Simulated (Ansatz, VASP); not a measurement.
# One calculation of Ti3Si, two programs

File INCAR:

```
SYSTEM = Ti3Si
  PREC = Accurate
  ENCUT = 520
  EDIFF = 1E-7
  ISMEAR = -1
  SIGMA = 0.05
  LREAL = .False.
  LASPH = .True.
  NELM = 80
  ALGO = Normal
  ISIF = 2
  LWAVE = .False.
  LCHARG = .False.
  GGA = PS
  NBANDS = 28
```

Contents of KPOINTS:

```
Automatic mesh
0
Gamma
  7 7 7
  0 0 0
```

The input POSCAR:

```
Ti3Si
1.0
    0.0000000000      3.1018594933      3.1018594933
    3.1018594933      0.0000000000      3.1018594933
    3.1018594933      3.1018594933      0.0000000000
Ti Si
3 1
Direct
    0.0000000000      0.0000000000      0.0000000000
    0.2500000000      0.2500000000      0.2500000000
    0.7500000000      0.7500000000      0.7500000000
    0.5000000000      0.5000000000      0.5000000000
```

The input input.yaml:

```yaml
crystal:
  lattice:
    - [0.0, 3.1018594933, 3.1018594933]
    - [3.1018594933, 0.0, 3.1018594933]
    - [3.1018594933, 3.1018594933, 0.0]
  atoms:
    - { symbol: Ti, position: [0.0, 0.0, 0.0] }
    - { symbol: Ti, position: [0.25, 0.25, 0.25] }
    - { symbol: Ti, position: [0.75, 0.75, 0.75] }
    - { symbol: Si, position: [0.5, 0.5, 0.5] }
hamiltonian:
  xc: pbesol
  pseudopotentials: { kind: paw }
kpoints:
  mp_grid: { grid: [7, 7, 7] }
scf:
  occupations: { method: fermi_dirac, width: 0.05 }
output:
  forces: true
  stress: true
  eigenvalues: true
  write_density: true
  write_potential: true
  elf: true
  volumetric_format: npy
```

Change from the starting cell: volume scaled by 0.96.

Alike in both runs: task single point; functional PBEsol; k mesh 7 × 7 × 7; occupations fermi-dirac, width 0.05 eV; no spin polarisation.

|  | VASP | Ansatz |
| --- | --- | --- |
| version | VASP 6.6.1 | Ansatz 0.2.0 |
| potentials or method | VASP PAW PBE potentials, release 64 (Ti_sv, Si) | Ansatz PAW |
| plane-wave cutoff (eV) | 520 | 420 |
| valence electrons in the cell | 40 | 40 |

VASP gave:

```
gap on the k mesh at the Fermi level (eV) : none
pressure (GPa)                            : 0.4
```

Q: What did Ansatz give for the same quantities?

A: gap on the k mesh at the Fermi level (eV): none; pressure (GPa): 0.5.

A gap of «none» marks a metal or a gap that the smearing closes. With one functional, cell and mesh, what is left measures potentials, basis and numerics.

Caveats: the PAW data sets were made with another functional, which shifts forces and pressure a little (VASP); the PAW data sets come from PBE, with cores solved anew for the run's functional, which leaves a small shift of forces and pressure (Ansatz).
